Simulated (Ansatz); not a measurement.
# (CdS)3(ZnSe)1 [0001] superlattice, started as wurtzite: from the cell to its phonons, part 2 of 2

How does (CdS)3(ZnSe)1 [0001] superlattice, started as wurtzite vibrate, and is this structure a minimum?

Ansatz 0.2.0; DFT PBEsol, scalar-relativistic, plane waves, PAW.

So far. Step 4 (Tight relaxation): The largest force component left is 0.28 meV/Å and the pressure is 0.000 GPa, within the tolerances set. The cell now holds 24.10 Å³/atom. The relaxed cell has a = 4.068, c = 13.451 Å (conventional setting).

The structure was built from a prototype and need not be the compound's stable phase.

## 5. Linear response at the zone centre

The zone centre is the only wavevector solved here; it holds the modes that light can see, as far as symmetry allows. The response to a homogeneous field gives the Born charges and the dielectric tensor, and its change with displacement the Raman tensors.

Contents of input.yaml:

```yaml
crystal:
  lattice:
    - [4.0681583316, 0.0, 0.0]
    - [-2.0340791658, 3.5231284617, 0.0]
    - [0.0, 0.0, 13.4509211229]
  atoms:
    - { symbol: Cd, position: [0.3333333333, 0.6666666667, 0.0019831] }
    - { symbol: Cd, position: [0.6666666667, 0.3333333333, 0.253832958] }
    - { symbol: Cd, position: [0.3333333333, 0.6666666667, 0.5068852467] }
    - { symbol: S, position: [0.3333333333, 0.6666666667, 0.188139007] }
    - { symbol: S, position: [0.6666666667, 0.3333333333, 0.4407719334] }
    - { symbol: S, position: [0.3333333333, 0.6666666667, 0.6945847439] }
    - { symbol: Se, position: [0.6666666667, 0.3333333333, 0.9225991328] }
    - { symbol: Zn, position: [0.6666666667, 0.3333333333, 0.741203878] }
kpoints:
  mp_grid: { grid: [6, 6, 2] }
hamiltonian:
  xc: pbesol
scf:
  occupations: { method: fixed }
output:
  eigenvalues: true
phonons:
  method: dfpt
  dielectric: true
  rigid_motions: translations
  raman: true
```

The run is started by

```console
ansatz run input.yaml --threads 4 --pin off --max-ram 14336MiB --backend cpu --events-out ev --progress --plain --runs-dir out
```

Numbers of over 12 decimals in the logs are rounded to 6 here.

What it wrote:

```text
Engine: ansatz 0.2.0, aarch64-unknown-linux-gnu
Pseudopotentials: kind: paw
Pseudopotential: Cd, paw, valence charge 20, recommended cutoff 420 eV (normal), Cd.paw.azcp
Pseudopotential: S, paw, valence charge 6, recommended cutoff 420 eV (normal), S.paw.azcp
Pseudopotential: Se, paw, valence charge 16, recommended cutoff 420 eV (normal), Se.paw.azcp
Pseudopotential: Zn, paw, valence charge 12, recommended cutoff 420 eV (normal), Zn.paw.azcp
Functional definition: PBEsol
  exchange = pbesol_x
  correlation = pbesol_c
Crystal: 8 atoms, lattice volume = 192.787 Å³
Basis set: ecut = 420 eV, 3789 PW (Γ), exchange–correlation on 60×60×180 points (8 copies of the dense FFT grid, shifted against one another)
Bands: 64, of which v1, the nominal top of the filled ones, is band 53 counted from 1 (52 counted from 0)
Symmetry: 6 space group operations
k-points: 26 of 72 (irreducible under 2 space group operations, time reversal used)
Non-local potential: Cd, projectors of the file, l = 0: 3, l = 1: 2, l = 2: 2, l = 3: 1
Non-local potential: S, projectors of the file, l = 0: 2, l = 1: 2, l = 2: 2
Non-local potential: Se, projectors of the file, l = 0: 2, l = 1: 2, l = 2: 3, l = 3: 1
Non-local potential: Zn, projectors of the file, l = 0: 2, l = 1: 2, l = 2: 3, l = 3: 1
PAW form: soft (Blöchl's): semilocal exchange-correlation on the pseudo side does not see the compensation charge
PAW frozen core: Cd, regenerated for the run's functional, and the local potential with it (the file was generated under x = pbe(κ = 0.804, μ = 0.219515), c = pbe(β = 0.066725))
PAW frozen core: S, regenerated for the run's functional, and the local potential with it (the file was generated under x = pbe(κ = 0.804, μ = 0.219515), c = pbe(β = 0.066725))
PAW frozen core: Se, regenerated for the run's functional, and the local potential with it (the file was generated under x = pbe(κ = 0.804, μ = 0.219515), c = pbe(β = 0.066725))
PAW frozen core: Zn, regenerated for the run's functional, and the local potential with it (the file was generated under x = pbe(κ = 0.804, μ = 0.219515), c = pbe(β = 0.066725))
PAW one-centre angular grid: Cd, 590 points (default); XC on 64 Gauss nodes
PAW one-centre angular grid: S, 110 points (default); XC on 64 Gauss nodes
PAW one-centre angular grid: Se, 590 points (default); XC on 64 Gauss nodes
PAW one-centre angular grid: Zn, 590 points (default); XC on 64 Gauss nodes
Initial density: superposition of atomic densities (neutral atoms: chi_scale 0, normalization atom), corrected by the library's trained network
Initial wavefunctions: pseudopotential atomic-orbital guess
Functional: x = pbesol(κ = 0.804, μ = 0.123457), c = pbesol(β = 0.046)
[...]
site 4:
[...]
site 5:
[...]
site 6:
[...]
site 7:
[...]
--- Phonons (Γ-DFPT): 16 representative perturbations + reference, on 26 of 72 k-points (Σ response iterations 59) ---
  k mesh reduced under 2 symmetry operations, with k and −k counted as one. Each operation leaves every solved perturbation unchanged. A smaller set is not considered because the run solves the response to a homogeneous field
  ASR residual: 1.961e-4 → 0.000e0 eV/Å²; symmetrization residual: 5.093e-5 eV/Å²
  ASR residual per site (eV/Å²): 2.65e-5 5.72e-5 3.40e-5 4.18e-5 1.07e-4 7.45e-5 2.67e-5 1.96e-4
  Γ frequencies (cm⁻¹): 0.00 0.00 0.00 32.32 32.32 35.95 35.95 46.81 46.81 98.78 107.66 147.99 184.95 184.95 212.66 212.66 214.75 242.93 242.93 249.35 249.35 260.21 296.20 301.85
  ε∞ (high-frequency dielectric tensor):
[...]
ε⁰ (static dielectric tensor: ions relaxed, cell fixed):
[...]
ε⁰ − ε∞ (ionic part):
[...]
softest optical mode at Γ: 32.32 cm⁻¹; the repairs (sum rule, projections) moved no ω² at Γ by more than (3.36 cm⁻¹)²
  Born effective charges Z* (e; rows j = field, columns β = displacement):
[...]
site 4:
[...]
site 5:
[...]
site 6:
[...]
site 7:
[...]
Z* charge neutrality: 3.377e-2 e pre-enforcement
  solved inside a basis spanned on kpoints, on 18×18×6 k-points transformed towards the longest dipole, which do not settle them: ε∞ is read to err by 1.0e-1, Z* by 1.2e-1 e (field_mesh: kpoints solves on kpoints); Z* is corrected for what the basis lacks
  optical modes at Γ without the LO–TO term, one row a degenerate level:
      ω (cm⁻¹)  modes    IR ((D/Å)²/amu)
[...]
optical modes at Γ + LO–TO along q̂ = [1.0000, 0.0000, 0.0000]:
      ω (cm⁻¹)  modes    IR ((D/Å)²/amu)
[...]
optical modes at Γ + LO–TO along q̂ = [0.0000, 1.0000, 0.0000]:
      ω (cm⁻¹)  modes    IR ((D/Å)²/amu)
[...]
optical modes at Γ + LO–TO along q̂ = [0.0000, 0.0000, 1.0000]:
      ω (cm⁻¹)  modes    IR ((D/Å)²/amu)
[...]
249.35      2             0.2346
        293.56      1             7.0334
        298.64      1             7.3798
        301.94      1             0.3330
Error: memory limit exceeded: the `dfpt response` phase needs 15.79 GiB against the run's memory maximum of 14.00 GiB; largest carriers: field second order 6.45 GiB, field directions in a basis 4.02 GiB, scf state 2.60 GiB, field second order work 1.04 GiB, field response work arrays 0.43 GiB; wavefunction blocks cannot be spilled: a `phonons` calculation is not among those that spill (`scf`, `evaluate`, and `md` and `relax` at a fixed cell)
with nothing else changed it takes a maximum of at least 15.79 GiB, with nothing to spare, and 17.37 GiB leaves up to a tenth: --max-ram 17.37GiB where that set the maximum, else more of the term that did, and with no share typed, where 17.37 GiB is over 0.88 of the host's memory or its container's limit, a share of 0.88 or more that holds the maximum too (--max-ram-frac F), where one does; The budget is ten eleventh [...]
The harmonic force constants that this run solved are whole in <dir>
[key lines of the parts left out:]
SCF converged after 11 iterations
Free energy (F): -35916.947346 eV
Fermi energy:    7.238359 eV
```

Wall time 8.6 min (4 threads of Arm Neoverse V2, shared host); peak memory 8.5 GiB.

Reading the cycles: dr2 is the Hartree energy of the density residual (eV), the measure of convergence; HF is the Harris–Foulkes estimate of the energy, which meets the free energy F at convergence.

The run ended with an error after its SCF cycle had converged; no result of it is taken.

The program's message: “memory limit exceeded: the `dfpt response` phase needs 15.79 GiB against the run's memory maximum of 14.00 GiB; largest carriers: field second order 6.45 GiB, field directions in a basis 4.02 GiB, scf …”

## 6. Modes at Γ

The zone centre is the only wavevector solved here; it holds the modes that light can see, as far as symmetry allows. The response to a homogeneous field gives the Born charges and the dielectric tensor.

input.yaml, as its differences from that of step 5:

```diff
@@ -26,2 +26 @@
   rigid_motions: translations
-  raman: true
```

What it wrote:

```text
[...]
Crystal: 8 atoms, lattice volume = 192.787 Å³
Basis set: ecut = 420 eV, 3789 PW (Γ), exchange–correlation on 60×60×180 points (8 copies of the dense FFT grid, shifted against one another)
Bands: 64, of which v1, the nominal top of the filled ones, is band 53 counted from 1 (52 counted from 0)
Symmetry: 6 space group operations
k-points: 26 of 72 (irreducible under 2 space group operations, time reversal used)
[...]
ω (cm⁻¹)  modes    IR ((D/Å)²/amu)
[...]
optical modes at Γ + LO–TO along q̂ = [0.0000, 1.0000, 0.0000]:
      ω (cm⁻¹)  modes    IR ((D/Å)²/amu)
[...]
optical modes at Γ + LO–TO along q̂ = [0.0000, 0.0000, 1.0000]:
      ω (cm⁻¹)  modes    IR ((D/Å)²/amu)
[...]
249.35      2             0.2345
        293.56      1             7.0321
        298.64      1             7.3802
        301.94      1             0.3334
[key lines of the parts left out:]
SCF converged after 11 iterations
Free energy (F): -35916.947346 eV
Fermi energy:    7.238359 eV
```

The job ended after 7.9 min (4 threads; peak memory 8.4 GiB).

Numbers from this step:

```yaml
sum_rule_residual_before_enforcement: 1.96e-4 eV/Å²
miss_of_the_charge_sum_rule: 0.03422 e
estimated_error_of_the_dielectric_tensor: 0.1003
estimated_error_of_the_born_charges: 0.05175 e
point_group: 3m
highest_optical_mode_at_the_zone_centre_no_lo_to_term: 301.9 cm⁻¹
lowest_optical_zone_centre_mode: 32.32 cm⁻¹
mean_high_frequency_dielectric_constant: 6.694
largest_born_charge_third_of_the_trace: -2.173 e
mean_static_dielectric_constant: 10.12
top_of_the_zone_centre_spectrum_with_the_field: 301.9 cm⁻¹
```

Before it was imposed, the acoustic sum rule was missed by 2.0e-4 eV/Å² and the charge sum rule by 0.034 e. The charge miss is large and points to the mesh or the basis. The lowest optical mode is real, 32.3 cm⁻¹.

The log warns of the k mesh: “the force constants stand on the 6×6×2 k-mesh, whose period is 8.93 times the interband length at k = (0.0000, 0.0000, 0.0000), direct gap 0.668 eV, under 14: take them and everything formed from them as unconverged”.

## 7. Isotope substitution, element Cd, natural mass 112.414 amu

An isotope changes the mass and not the force constants, so no new electronic calculation is needed; the shifts show which modes move this element.

The same force constants with the mass of Cd changed from 112.414 to 115.905 u (phonopy, no LO-TO term). Both lists are sorted by frequency; levels can cross, so a row need not hold one and the same mode. Modes under 3 cm⁻¹ are left out. Isotope shifts, by row:

| q | rank | natural mass (cm⁻¹) | changed mass (cm⁻¹) |
| --- | --- | --- | --- |
| 0 0 0 | 4 | 32.32 | 31.98 |
| 0 0 0 | 5 | 32.32 | 31.98 |
| 0 0 0 | 6 | 35.95 | 35.54 |
| 0 0 0 | 7 | 35.95 | 35.54 |
| 0 0 0 | 8 | 46.81 | 46.66 |
| 0 0 0 | 9 | 46.81 | 46.66 |
| 0 0 0 | 10 | 98.78 | 97.68 |
| 0 0 0 | 11 | 107.7 | 106.6 |
| 0 0 0 | 12 | 148 | 146.6 |
| 0 0 0 | 13 | 184.9 | 183.9 |
| 0 0 0 | 14 | 184.9 | 183.9 |
| 0 0 0 | 15 | 212.7 | 212.7 |
| 0 0 0 | 16 | 212.7 | 212.7 |
| 0 0 0 | 17 | 214.8 | 214.5 |
| 0 0 0 | 18 | 242.9 | 242.2 |
| 0 0 0 | 19 | 242.9 | 242.2 |
| 0 0 0 | 20 | 249.3 | 248.7 |
| 0 0 0 | 21 | 249.3 | 248.7 |
| 0 0 0 | 22 | 260.2 | 259.6 |
| 0 0 0 | 23 | 296.2 | 295.8 |
| 0 0 0 | 24 | 301.9 | 301.5 |

A mode of this element alone would shift by -1.52 %. The highest zone-centre frequency without the field goes from 301.9 to 301.5 cm⁻¹ (-0.1 %). The product of the frequency ratios over all optical modes at Γ is 0.895; the product rule, (m/m′)^(3k/2) (M′/M)^(3/2) with k = 3 such atoms and M the mass of the cell, gives 0.895.

## 8. Isotope substitution, element S, natural mass 32.06 amu

The same for S, from 32.06 to 33.97 u.

The same force constants with the mass of S changed from 32.060 to 33.968 u (phonopy, no LO-TO term). Both lists are sorted by frequency; levels can cross, so a row need not hold one and the same mode. Modes under 3 cm⁻¹ are left out. Isotope shifts, by row:

| q | rank | natural mass (cm⁻¹) | changed mass (cm⁻¹) |
| --- | --- | --- | --- |
| 0 0 0 | 4 | 32.32 | 32.24 |
| 0 0 0 | 5 | 32.32 | 32.24 |
| 0 0 0 | 6 | 35.95 | 35.75 |
| 0 0 0 | 7 | 35.95 | 35.75 |
| 0 0 0 | 8 | 46.81 | 46.51 |
| 0 0 0 | 9 | 46.81 | 46.51 |
| 0 0 0 | 10 | 98.78 | 98.55 |
| 0 0 0 | 11 | 107.7 | 107.3 |
| 0 0 0 | 12 | 148 | 147.9 |
| 0 0 0 | 13 | 184.9 | 184.9 |
| 0 0 0 | 14 | 184.9 | 184.9 |
| 0 0 0 | 15 | 212.7 | 208.3 |
| 0 0 0 | 16 | 212.7 | 208.3 |
| 0 0 0 | 17 | 214.8 | 214.1 |
| 0 0 0 | 18 | 242.9 | 237.4 |
| 0 0 0 | 19 | 242.9 | 237.4 |
| 0 0 0 | 20 | 249.3 | 243.6 |
| 0 0 0 | 21 | 249.3 | 243.6 |
| 0 0 0 | 22 | 260.2 | 254.9 |
| 0 0 0 | 23 | 296.2 | 288.9 |
| 0 0 0 | 24 | 301.9 | 293.9 |

A mode of this element alone would shift by -2.85 %. The highest zone-centre frequency without the field goes from 301.9 to 293.9 cm⁻¹ (-2.6 %). The product of the frequency ratios over all optical modes at Γ is 0.783; the product rule, (m/m′)^(3k/2) (M′/M)^(3/2) with k = 3 such atoms and M the mass of the cell, gives 0.782.

## 9. Another isotope, element Se, natural mass 78.971 amu

The same for Se, from 78.97 to 81.92 u.

The same force constants with the mass of Se changed from 78.971 to 81.917 u (phonopy, no LO-TO term). Both lists are sorted by frequency; levels can cross, so a row need not hold one and the same mode. Modes under 3 cm⁻¹ are left out. Isotope shifts, by row:

| q | rank | natural mass (cm⁻¹) | changed mass (cm⁻¹) |
| --- | --- | --- | --- |
| 0 0 0 | 4 | 32.32 | 32.2 |
| 0 0 0 | 5 | 32.32 | 32.2 |
| 0 0 0 | 6 | 35.95 | 35.95 |
| 0 0 0 | 7 | 35.95 | 35.95 |
| 0 0 0 | 8 | 46.81 | 46.78 |
| 0 0 0 | 9 | 46.81 | 46.78 |
| 0 0 0 | 10 | 98.78 | 98.51 |
| 0 0 0 | 11 | 107.7 | 107.5 |
| 0 0 0 | 12 | 148 | 147.8 |
| 0 0 0 | 13 | 184.9 | 182.9 |
| 0 0 0 | 14 | 184.9 | 182.9 |
| 0 0 0 | 15 | 212.7 | 212.7 |
| 0 0 0 | 16 | 212.7 | 212.7 |
| 0 0 0 | 17 | 214.8 | 213 |
| 0 0 0 | 18 | 242.9 | 242.9 |
| 0 0 0 | 19 | 242.9 | 242.9 |
| 0 0 0 | 20 | 249.3 | 249.3 |
| 0 0 0 | 21 | 249.3 | 249.3 |
| 0 0 0 | 22 | 260.2 | 259.7 |
| 0 0 0 | 23 | 296.2 | 296.2 |
| 0 0 0 | 24 | 301.9 | 301.9 |

A mode of this element alone would shift by -1.81 %. The highest zone-centre frequency without the field goes from 301.9 to 301.9 cm⁻¹ (+0.0 %). The product of the frequency ratios over all optical modes at Γ is 0.954; the product rule, (m/m′)^(3k/2) (M′/M)^(3/2) with k = 1 such atoms and M the mass of the cell, gives 0.954.

## 10. Isotope substitution, element Zn, natural mass 65.38 amu

The same for Zn, from 65.38 to 67.92 u.

The same force constants with the mass of Zn changed from 65.380 to 67.925 u (phonopy, no LO-TO term). Both lists are sorted by frequency; levels can cross, so a row need not hold one and the same mode. Modes under 3 cm⁻¹ are left out. Isotope shifts, by row:

| q | rank | natural mass (cm⁻¹) | changed mass (cm⁻¹) |
| --- | --- | --- | --- |
| 0 0 0 | 4 | 32.32 | 32.32 |
| 0 0 0 | 5 | 32.32 | 32.32 |
| 0 0 0 | 6 | 35.95 | 35.91 |
| 0 0 0 | 7 | 35.95 | 35.91 |
| 0 0 0 | 8 | 46.81 | 46.32 |
| 0 0 0 | 9 | 46.81 | 46.32 |
| 0 0 0 | 10 | 98.78 | 98.7 |
| 0 0 0 | 11 | 107.7 | 107.3 |
| 0 0 0 | 12 | 148 | 147.3 |
| 0 0 0 | 13 | 184.9 | 184.9 |
| 0 0 0 | 14 | 184.9 | 184.9 |
| 0 0 0 | 15 | 212.7 | 211.6 |
| 0 0 0 | 16 | 212.7 | 211.6 |
| 0 0 0 | 17 | 214.8 | 213.2 |
| 0 0 0 | 18 | 242.9 | 242.9 |
| 0 0 0 | 19 | 242.9 | 242.9 |
| 0 0 0 | 20 | 249.3 | 249.3 |
| 0 0 0 | 21 | 249.3 | 249.3 |
| 0 0 0 | 22 | 260.2 | 260.1 |
| 0 0 0 | 23 | 296.2 | 296 |
| 0 0 0 | 24 | 301.9 | 301.9 |

A mode of this element alone would shift by -1.89 %. The highest zone-centre frequency without the field goes from 301.9 to 301.9 cm⁻¹ (+0.0 %). The product of the frequency ratios over all optical modes at Γ is 0.951; the product rule, (m/m′)^(3k/2) (M′/M)^(3/2) with k = 1 such atoms and M the mass of the cell, gives 0.951.

## 11. What came out

* space group after relaxation (within 0.01 Å): P3m1
* volume per atom: 24.1 Å³
* gap on the k-mesh: 0.668 eV
* highest optical mode at the zone centre (no LO-TO term): 302 cm⁻¹
* top of the zone-centre spectrum with the field: 302 cm⁻¹
* lowest optical zone-centre mode: 32.3 cm⁻¹
* mean high-frequency dielectric constant: 6.69
* mean static dielectric constant: 10.1
* largest Born charge (third of the trace): -2.17 e
* imaginary modes at Γ (the only wavevector solved): none

In words: The structure is stable against zone-centre distortions, since no mode there is imaginary; other wavevectors were not solved, so zone-boundary instabilities are untested. Without the field, the optical modes at Γ span 32 to 302 cm⁻¹. No dispersion was computed. The macroscopic field leaves the top of the zone-centre spectrum where it is. Lattice motion raises the mean dielectric constant from 6.694 to 10.12. The strongest infrared line is at 243 cm⁻¹. With the field response the log warns that the k mesh is coarse for the force constants too, so the frequencies may not be converged. In at least one run the field response is not settled by the k meshes in reach, so its dielectric tensor, Born charges and longitudinal modes are rough. The starting cell was built on a prototype and not taken from a measurement, so the phase need not exist. These are harmonic frequencies at zero temperature: anharmonic shifts, linewidths and thermal expansion are left out.

[Logs are printed without paths, hosts, clocks, repeated set-up lines and the standing remarks that a program may print on its own settings, such as how far it seeks lower states.]

[Hosts, paths, dates, database ids (printed as entryN), source tags and the programs' standing remarks are cut or masked in the printed files.]
